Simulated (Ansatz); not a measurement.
# Re in Au(111), 2x2: scattering by a point defect

Aim: the resistance that Re in Au(111), 2x2 adds to the host.

Method: Ansatz plane-wave DFT, PBE, PAW files; ballistic transport by layer matching (Landauer), zero bias; PAW set soft_1, in the first sound run; inputs show where later runs differ, in Ansatz 0.2.0.

## Step 1: The starting structure

The cell holds 44 atoms: 43 Au and 1 Re. Its edges and angles: a = 5.768 Å, b = 5.768 Å, c = 25.954 Å, α = 86.8°, β = 93.2°, γ = 120.0°. It derives from Au. Regions: lead, 24 atoms (24 Au); scattering region, 20 atoms (19 Au and 1 Re). The structure is stacked along c, and the current runs across the ab planes.

## Step 2: Transmission at ideal sites

The defect sits in one plane of the supercell, all atoms on ideal sites; the layers about the cell's end are the lead. The mesh across the current, 12×12, is finer than the density's, because channels open and close sharply across the zone. Energies from -0.1 to 0.1 eV in steps of 0.05 eV are too few for the program's thermal sum, so it prints no conductance; for a metal the transmission near the Fermi level serves, at a fraction of the cost.

The input, input.yaml:

```yaml
crystal:
  lattice:
    - [5.7675164607, 0.0, 0.0]
    - [-2.8837582304, 4.9948157718, 0.0]
    - [-1.4418791152, 0.8324692953, 25.9003660885]
  atoms:
    - { symbol: Au, position: [0.0075757576, 0.9924242424, 0.0454545455] }
    - { symbol: Au, position: [0.0075757576, 0.4924242424, 0.0454545455] }
    - { symbol: Au, position: [0.5075757576, 0.9924242424, 0.0454545455] }
    - { symbol: Au, position: [0.5075757576, 0.4924242424, 0.0454545455] }
    - { symbol: Au, position: [0.1893939394, 0.3106060606, 0.1363636364] }
    - { symbol: Au, position: [0.1893939394, 0.8106060606, 0.1363636364] }
    - { symbol: Au, position: [0.6893939394, 0.3106060606, 0.1363636364] }
    - { symbol: Au, position: [0.6893939394, 0.8106060606, 0.1363636364] }
    - { symbol: Au, position: [0.3712121212, 0.1287878788, 0.2272727273] }
    - { symbol: Au, position: [0.3712121212, 0.6287878788, 0.2272727273] }
    - { symbol: Au, position: [0.8712121212, 0.1287878788, 0.2272727273] }
    - { symbol: Au, position: [0.8712121212, 0.6287878788, 0.2272727273] }
    - { symbol: Au, position: [0.053030303, 0.946969697, 0.3181818182] }
    - { symbol: Au, position: [0.053030303, 0.446969697, 0.3181818182] }
    - { symbol: Au, position: [0.553030303, 0.946969697, 0.3181818182] }
    - { symbol: Au, position: [0.553030303, 0.446969697, 0.3181818182] }
    - { symbol: Au, position: [0.2348484848, 0.2651515152, 0.4090909091] }
    - { symbol: Au, position: [0.2348484848, 0.7651515152, 0.4090909091] }
    - { symbol: Au, position: [0.7348484848, 0.2651515152, 0.4090909091] }
    - { symbol: Au, position: [0.7348484848, 0.7651515152, 0.4090909091] }
    - { symbol: Re, position: [0.4166666667, 0.0833333333, 0.5] }
    - { symbol: Au, position: [0.4166666667, 0.5833333333, 0.5] }
    - { symbol: Au, position: [0.9166666667, 0.0833333333, 0.5] }
    - { symbol: Au, position: [0.9166666667, 0.5833333333, 0.5] }
    - { symbol: Au, position: [0.0984848485, 0.9015151515, 0.5909090909] }
    - { symbol: Au, position: [0.0984848485, 0.4015151515, 0.5909090909] }
    - { symbol: Au, position: [0.5984848485, 0.9015151515, 0.5909090909] }
    - { symbol: Au, position: [0.5984848485, 0.4015151515, 0.5909090909] }
    - { symbol: Au, position: [0.2803030303, 0.2196969697, 0.6818181818] }
    - { symbol: Au, position: [0.2803030303, 0.7196969697, 0.6818181818] }
    - { symbol: Au, position: [0.7803030303, 0.2196969697, 0.6818181818] }
    - { symbol: Au, position: [0.7803030303, 0.7196969697, 0.6818181818] }
    - { symbol: Au, position: [0.4621212121, 0.0378787879, 0.7727272727] }
    - { symbol: Au, position: [0.4621212121, 0.5378787879, 0.7727272727] }
    - { symbol: Au, position: [0.9621212121, 0.0378787879, 0.7727272727] }
    - { symbol: Au, position: [0.9621212121, 0.5378787879, 0.7727272727] }
    - { symbol: Au, position: [0.1439393939, 0.8560606061, 0.8636363636] }
    - { symbol: Au, position: [0.1439393939, 0.3560606061, 0.8636363636] }
    - { symbol: Au, position: [0.6439393939, 0.8560606061, 0.8636363636] }
    - { symbol: Au, position: [0.6439393939, 0.3560606061, 0.8636363636] }
    - { symbol: Au, position: [0.3257575758, 0.1742424242, 0.9545454545] }
    - { symbol: Au, position: [0.3257575758, 0.6742424242, 0.9545454545] }
    - { symbol: Au, position: [0.8257575758, 0.1742424242, 0.9545454545] }
    - { symbol: Au, position: [0.8257575758, 0.6742424242, 0.9545454545] }
kpoints:
  mp_grid: { grid: [5, 5, 1] }
hamiltonian:
  xc: pbe
  pseudopotentials: { kind: paw, azcp: { folder: soft_1 } }
scf:
  occupations: { method: fermi_dirac, width: 0.1 }
output:
  transmission: { leads: [[0, 4]], kmesh: [12, 12], e_range: [-0.1, 0.1], de: 0.05 }
  write_potential: true
  write_density: true
  volumetric_format: npy
  elf: true
```

Command:

```bash
> ansatz run input.yaml --threads 4 --pin off --max-ram 15360MiB --backend cpu --events-out ev --progress --plain --runs-dir out
```

Numbers of over 12 decimals in the logs are rounded to 6 here.

Output:

```text
Engine: ansatz 0.2.0, x86_64-unknown-linux-gnu
Pseudopotentials: kind: paw
Pseudopotential: Au, paw, valence charge 19, recommended cutoff 420 eV (normal), soft_1/Au.paw.azcp
Pseudopotential: Re, paw, valence charge 15, recommended cutoff 420 eV (normal), soft_1/Re.paw.azcp
Functional definition: PBE
  parameter kappa = 0.804
  parameter beta = 0.066725
  exchange = pbe_x(kappa = kappa, mu = beta*pi^2/3)
  correlation = pbe_c(beta = beta)
Crystal: 44 atoms, lattice volume = 746.130 Å³
Basis set: ecut = 420 eV, 14649 PW (Γ)
Bands: 500, of which v1, the nominal top of the filled ones, is band 416 counted from 1 (415 counted from 0)
Symmetry: 4 space group operations
Space group: C2/m (ITA 12), of the structure as read, at distance tolerance 9.1e-5 Å
k-points: 9 of 25
Non-local potential: Au, projectors of the file, l = 0: 3, l = 1: 2, l = 2: 2, l = 3: 1
Non-local potential: Re, projectors of the file, l = 0: 3, l = 1: 2, l = 2: 2, l = 3: 1
PAW form: soft (Blöchl's): semilocal exchange-correlation on the pseudo side does not see the compensation charge
PAW one-centre angular grid: Au, 590 points (default); XC on 64 Gauss nodes
PAW one-centre angular grid: Re, 590 points (default); XC on 64 Gauss nodes
Initial density: superposition of atomic densities (chi_scale 0.1, normalization cell, long waves of neutral atoms (reshape's long-wave potential 2.66 eV rms, cloud 2.87 Å wide))
Initial wavefunctions: pseudopotential atomic-orbital guess
Functional: x = pbe(κ = 0.804, μ = 0.219515), c = pbe(β = 0.066725)
SCF iter   1: F=—  HF=-576396.547633 eV  |F-HF|=—  |Δ(HF+E_count)|=         —  Δρ=1.01e-1  dr2=2.90e2  ethr=3.10e-3  ⟨swp⟩=4.1  Hψ=13376  notcnv=0  defer=106
preconditioner: auto → Kerker (q_TF=auto, 2.778 Å⁻¹)  [metal: Δε(μ)=0.001 eV  Ē_g=9.977 eV  σ=0.100 eV  W_gap=0.00  n_scr=292 (ndim 8)  ℏωp=29.8 eV  f_vac=0.000  D(μ)=17.96/eV (n_scr^D=100)]
SCF iter   2: F=—  HF=-576370.148570 eV  |F-HF|=—  |Δ(HF+E_count)|=    2.64e1  Δρ=3.55e-2  dr2=1.14e1  ethr=3.10e-3  ⟨swp⟩=3.0  Hψ=8851  notcnv=0  defer=524
SCF iter   3: F=—  HF=-576368.276028 eV  |F-HF|=—  |Δ(HF+E_count)|=    1.87e0  Δρ=2.21e-2  dr2=4.68e0  ethr=1.37e-3  ⟨swp⟩=2.0  Hψ=5343  notcnv=0  defer=526
SCF iter   4: F=—  HF=-576367.608031 eV  |F-HF|=—  |Δ(HF+E_count)|=   6.68e-1  Δρ=9.03e-3  dr2=2.37e0  ethr=5.62e-4  ⟨swp⟩=2.1  Hψ=7430  notcnv=0  defer=526
SCF iter   5: F=—  HF=-576367.436024 eV  |F-HF|=—  |Δ(HF+E_count)|=   1.72e-1  Δρ=3.23e-3  dr2=5.69e-1  ethr=2.85e-4  ⟨swp⟩=2.0  Hψ=6190  notcnv=0  defer=526
SCF iter   6: F=—  HF=-576367.404697 eV  |F-HF|=—  |Δ(HF+E_count)|=   3.13e-2  Δρ=1.01e-3  dr2=2.33e-2  ethr=6.84e-5  ⟨swp⟩=1.9  Hψ=5719  notcnv=0  defer=526
SCF iter   7: F=—  HF=-576367.403115 eV  |F-HF|=—  |Δ(HF+E_count)|=   1.58e-3  Δρ=6.75e-4  dr2=4.45e-2  ethr=2.80e-6  ⟨swp⟩=2.0  Hψ=6426  notcnv=0  defer=526
SCF iter   8: F=—  HF=-576367.402401 eV  |F-HF|=—  |Δ(HF+E_count)|=   7.14e-4  Δρ=2.19e-4  dr2=2.75e-3  ethr=2.80e-6  ⟨swp⟩=1.3  Hψ=3983  notcnv=0  defer=526
SCF iter   9: F=—  HF=-576367.402370 eV  |F-HF|=—  |Δ(HF+E_count)|=   3.04e-5  Δρ=5.01e-5  dr2=1.71e-4  ethr=3.30e-7  ⟨swp⟩=1.9  Hψ=4142  notcnv=0  defer=526
SCF iter  10: F=—  HF=-576367.402320 eV  |F-HF|=—  |Δ(HF+E_count)|=   4.99e-5  Δρ=1.09e-5  dr2=6.21e-6  ethr=2.05e-8  ⟨swp⟩=2.0  Hψ=3987  notcnv=0  defer=526
SCF iter  11: F=—  HF=-576367.403222 eV  |F-HF|=—  |Δ(HF+E_count)|=   9.01e-4  Δρ=2.20e-6  dr2=3.50e-7  ethr=7.47e-10  ⟨swp⟩=1.6  Hψ=4472  notcnv=0  defer=526
SCF iter  12: F=-576367.403222 eV  HF=-576367.403222 eV  |F-HF|=3.21e-8  |Δ(HF+E_count)|=   4.66e-9  Δρ=8.50e-7  dr2=3.53e-8  ethr=1.20e-11  ⟨swp⟩=10.1  Hψ=18335  notcnv=0
SCF 1 converged in 12 iterations: F = -576367.403222 eV  dr2 = 3.53e-8
  greatest PAW one-centre occupation: 1.000 electrons in one spin orbital (limit 2), on the Au atom at site 22 (counted from 0), in its partial waves of l = 0
transmission: 171 of 1677 steps passed
transmission: 339 of 1677 steps passed
[...]
transmission: 1677 of 1677 steps passed
SCF converged after 12 iterations
Free energy (F): -576367.403222 eV
Harris-Foulkes:  -576367.403222 eV  (|F-HF|=3.21e-8)
Internal energy: -576366.706652 eV  (E = F + TS)
E sigma→0 (E₀):  -576367.054937 eV
Entropy (-TS):   -0.696569 eV (-15.831 meV/atom)
Fermi energy:    20.704298 eV
--- Per-component energies (eV) ---
  E_band       = -8985.732483
  E_kinetic    = 25385.844169
  E_local      = -73957.844047  (includes V_loc(G=0)·N_el)
  E_nonlocal   = 4294.510565
  E_hartree    = 32008.208350
  E_xc         = -9623.268690
  E_vxc        = -11546.328158  (∫ρ·V_xc dr)
  E_paw        = -427160.490052  (= ΣΔE_a)
  E_vpaw       = -17178.394981  (= ΣTr[D̂ρ^β])
  E_aug_tail   = 0.073399  (compensation charges beyond the density's cutoff)
  E_ewald      = -127313.740346
  E_smearing   = -0.696569  (= −TS)
  E_closure    = 0.000000  (closes the sum)
  Σ components = -576367.403222   (vs F -576367.403222, Δ=0.00e0)
--- Band table (eV; the first three rows and the last of 9) ---
  k-point 0: bands = [... 412 lower, 20.8363, 20.8806, 20.9463, 21.1515, 21.2979, 21.4750, 21.4893, 21.5785, ... 80 higher]
  k-point 1: bands = [... 412 lower, 20.4838, 20.5929, 20.6339, 20.6890, 20.7267, 20.7522, 20.8274, 20.9444, ... 80 higher]
  k-point 2: bands = [... 412 lower, 20.4459, 20.4794, 20.5262, 20.5815, 20.6876, 20.7415, 20.7767, 21.0744, ... 80 higher]
  k-point 8: bands = [... 412 lower, 20.4409, 20.4662, 20.4964, 20.5444, 20.5876, 20.8592, 20.8931, 20.9071, ... 80 higher]
--- Transmission ---
  basis      : 253 plane waves across, 39 finite elements along
  points     : 43, standing for a mesh of 12 x 12
  energies   : 5 from -0.100000 to 0.100000 eV about the Fermi level, 0.050000 eV apart; the leads are filled to 0.000000 eV, and channels, transmission and decay are at 0.000000 eV
  crystal 0  : Au4, at the sites [0, 4], period 2.3546 Å, over 23.55 Å; its Hamiltonian steps by up to 10.5 meV
    offset         : up to 0.0000 Å between an atom of the period and one for which it stands
    channels       : 3.187500e0 a spin
    conductance    : none, the energies end too early or step too widely for 300 K: set another output.transmission.e_range or a lower de, or, where they end at an eighth of basis.ecutwfc, a higher one
  junction   : crystal 0 to crystal 0, 0.70 to 24.24 Å
    transmission   : 1.419752e0 a spin
    conductance    : none, the energies end too early or step too widely for 300 K: set another output.transmission.e_range or a lower de, or, where they end at an eighth of basis.ecutwfc, a higher one
```

It took 6 min on 4 threads of Intel Xeon Platinum 8488C (Sapphire Rapids), shared host; peak memory 6.5 GiB.

This step gave:

```
free energy                                    : -576367.4032 eV
energy at zero smearing                        : -576367.0549 eV
Fermi energy                                   : 20.70 eV
cell area                                      : 28.81 Å²
transmission per spin nearest the Fermi level  : 1.420
open channels per spin nearest the Fermi level : 3.188
step of the lead's potential                   : 10.5 meV
```

Per spin. Table of transmission, zone mean by energy, zero at the Fermi level:

| energy (eV) | transmission, zone mean |
| --- | --- |
| -0.1000 | 1.39 |
| -0.0500 | 1.39 |
| 0.0000 | 1.42 |
| 0.0500 | 1.43 |
| 0.1000 | 1.47 |

Per spin. Open channels, zone mean, lead against energy, zero at the Fermi level:

| energy (eV) | open channels, zone mean, lead |
| --- | --- |
| -0.1000 | 3.19 |
| -0.0500 | 3.19 |
| 0.0000 | 3.19 |
| 0.0500 | 3.19 |
| 0.1000 | 3.15 |

Transmission over k1 and k2. At 0.0000 eV from the Fermi level.

Ten even steps from '0' (0.52) to '9' (2.56):
```
474444743003
347434743000
144922944100
343286823433
444265562444
777985358977
444426556244
333432868234
100144922944
300034743474
430034744447
743134743134
```
Columns: k1 (b1) from -0.5 to 0.417; rows upwards: k2 (b2) from -0.5 to 0.417.

Open channels over k1 and k2. At 0.0000 eV from the Fermi level.

Ten even steps from '0' (3.00) to '9' (4.00):
```
090000900000
009000900000
000900900000
000090900000
000000000000
999990009999
000000000000
000000909000
000000900900
000000900090
000000900009
900000900000
```
Columns: k1 (b1) from -0.5 to 0.417; rows upwards: k2 (b2) from -0.5 to 0.417.

Electrostatic potential energy in the ca plane at fractional y = 0.083, with atoms of Re and Au within 0.2 Å of it. With pseudopotentials it is smooth inside the atoms' cores, unlike the true potential.

Ten even steps from '0' (-28 eV) to '9' (23 eV), each cell a mean:
```
99985213799989999999998300027999999999999961
99962001599999999999998300028999999999889984
99961001599999999999999521269998899987568998
99984114799877999988899876789987689974236999
99998668998434799866799999999976579974236999
89999999997323699866799988899987789986568996
89999889997435799888899742368998899999889972
99997446899778999999998300027999999999999961
99973002699999999999997200017999999999999972
99961001599999999999998300038999999998778986
99972002699988999998999632379988789985347999
99986446898656899877899988899986679973236999
99999889997323699865799999999976689985347998
89999999997324799877899976689988899998779984
99998768998656899988999621158999999999999961
```
Columns run along c (16.0 Å, from fractional 0.15 to 0.76 of the cell; values clipped at the 3rd and 97th percentile), rows up along a (5.8 Å). Atoms in or near the plane, at fractional coordinates: Re at (0.50, 0.42), Au at (0.50, 0.92).

Valence density in the ca plane at fractional y = 0.083, with atoms of Re and Au within 0.2 Å of it. It is the smooth field of the valence electrons, not physical close to the nuclei.

Values in units of 1e0 e/Å³, 8 rows by 16 columns, each cell a mean:
```
 0.2  2.4  5.6  0.4  0.3  0.2  0.2  0.2  3.2 10.0  0.7  0.2  0.1  0.2  0.3  1.7
 0.2  3.0  6.3  0.4  0.4  0.2  0.3  0.3  1.3  3.3  0.4  0.5  0.3  1.0  1.3  0.4
 0.3  0.5  0.8  0.4  2.4  0.6  0.7  0.7  0.3  0.4  0.3  1.0  0.4  1.5  1.7  0.3
 0.3  0.3  0.6  0.4  2.0  0.4  0.5  0.4  0.8  2.2  0.4  0.4  0.2  0.3  0.4  1.6
 0.2  2.4  5.6  0.4  0.3  0.2  0.2  0.2  2.3  5.9  0.6  0.2  0.1  0.2  0.3  1.7
 0.2  3.0  6.3  0.4  0.4  0.2  0.3  0.3  1.0  2.4  0.3  0.5  0.3  1.0  1.3  0.3
 0.3  0.5  0.8  0.4  2.4  0.6  0.7  0.7  0.3  0.4  0.3  1.0  0.4  1.5  1.7  0.3
 0.3  0.3  0.5  0.4  2.0  0.4  0.5  0.4  0.9  2.9  0.4  0.4  0.2  0.3  0.4  1.6
```
Columns run along c (16.0 Å, from fractional 0.15 to 0.76 of the cell), rows up along a (5.8 Å). Atoms in or near the plane, at fractional coordinates: Re at (0.50, 0.42), Au at (0.50, 0.92).

ELF in the ca plane at fractional y = 0.083, with atoms of Re and Au within 0.2 Å of it. It is the smooth field of the valence electrons, not physical close to the nuclei.

Values, 8 rows by 16 columns, each cell a mean:
```
0.20 0.39 0.52 0.24 0.22 0.15 0.17 0.20 0.41 0.65 0.28 0.20 0.15 0.18 0.21 0.35
0.20 0.42 0.54 0.24 0.25 0.18 0.21 0.22 0.32 0.44 0.23 0.27 0.21 0.32 0.35 0.23
0.20 0.25 0.29 0.25 0.44 0.27 0.30 0.30 0.25 0.28 0.24 0.35 0.24 0.37 0.39 0.22
0.21 0.21 0.27 0.24 0.41 0.24 0.26 0.27 0.30 0.49 0.26 0.25 0.18 0.22 0.23 0.34
0.20 0.39 0.52 0.24 0.22 0.14 0.17 0.24 0.47 0.63 0.30 0.21 0.14 0.18 0.21 0.35
0.20 0.42 0.54 0.24 0.24 0.17 0.21 0.26 0.33 0.50 0.26 0.28 0.21 0.32 0.35 0.23
0.20 0.25 0.29 0.25 0.44 0.27 0.30 0.31 0.25 0.29 0.24 0.35 0.24 0.36 0.39 0.22
0.21 0.21 0.26 0.24 0.41 0.24 0.26 0.24 0.30 0.42 0.23 0.24 0.18 0.22 0.24 0.34
```
Columns run along c (16.0 Å, from fractional 0.15 to 0.76 of the cell), rows up along a (5.8 Å). Atoms in or near the plane, at fractional coordinates: Re at (0.50, 0.42), Au at (0.50, 0.92).

Over the solved energies the transmission per spin lies between 1.39 and 1.47, out of 3.18 channels of the lead on average (up to 3.19).

## Step 3: Resistance at ideal sites

This step: Ansatz plane-wave DFT, PBE, PAW files; ballistic transport by layer matching (Landauer), zero bias; area resistance of the defect plane and resistivity an atomic per cent; PAW set soft_1 (Ansatz 0.2.0).

This step gave:

* area resistance: 1.465 fΩ m²
* T over the leads' mean channel count: 0.4433
* resistivity per at.% scaled from this dense plane, with the factor 3/4 for isotropic scattering: 18.66 µΩ cm

Averaged over the energies near the Fermi level, 44.3 % of the channels pass, which makes 1.46 fΩ m².

By hand, with T and the leads' channels N averaged over the energies near the Fermi level: RA = A (h/2e²)(1/T − 1/N) = 28.81×10⁻²⁰ m² × 12 906 Ω × (1/1.413 − 1/3.188) = 1.46 fΩ m². Per atomic per cent: RA × A / V_atom × 0.01 × 3/4 = 18.7 µΩ cm, with the host's V_atom = 16.96 Å³.

(Part 1 of 3 ends here.)

[Logs are printed without paths, hosts, clocks, repeated set-up lines and the standing remarks that a program may print on its own settings, such as how far it seeks lower states.]

[Hosts, paths, dates, database ids (printed as entryN), source tags and the programs' standing remarks are cut or masked in the printed files.]
